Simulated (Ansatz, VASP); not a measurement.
## One calculation of Co, two programs

```xyz
1
Lattice="-1.4041 1.4041 1.4041 1.4041 -1.4041 1.4041 1.4041 1.4041 -1.4041" Properties=species:S:1:pos:R:3 pbc="T T T"
Co    0.0000    0.0000    0.0000
```

The cell was built by a generator and needn't be a form met in nature.

Alike in both runs: task relaxation of cell and atoms; functional RPBE; k mesh 16 × 16 × 16; occupations fermi-dirac, width 0.1 eV; no spin polarisation.

|  | VASP | Ansatz |
| --- | --- | --- |
| version | VASP 6.6.1 | Ansatz 0.2.0 |
| potentials or method | VASP PAW PBE potentials, release 64 (Co) | plane waves (420 eV) with PAW, scalar-relativistic |
| plane-wave cutoff (eV) | 600 | 420 |
| valence electrons in the cell | 9 | 17 |

VASP gave:

* relaxed volume (Å³/atom): 10.81
* relaxed cell length with the largest relative difference (Å): 2.413
* energy change over the relaxation (meV/atom): -4

**Question.** Which values does Ansatz return?

**Answer.** Relaxed volume (Å³/atom): 10.84; relaxed cell length with the largest relative difference (Å): 2.415; energy change over the relaxation (meV/atom): -3.

The two sets of potentials don't hold the same shells in valence.

Caveats: the PAW data sets were made with another functional, which shifts forces and pressure a little (VASP); the run has no spin polarisation, though such a crystal can be magnetic. Spin polarisation is off, so any magnetic state and its effect on volume and gap are missing.
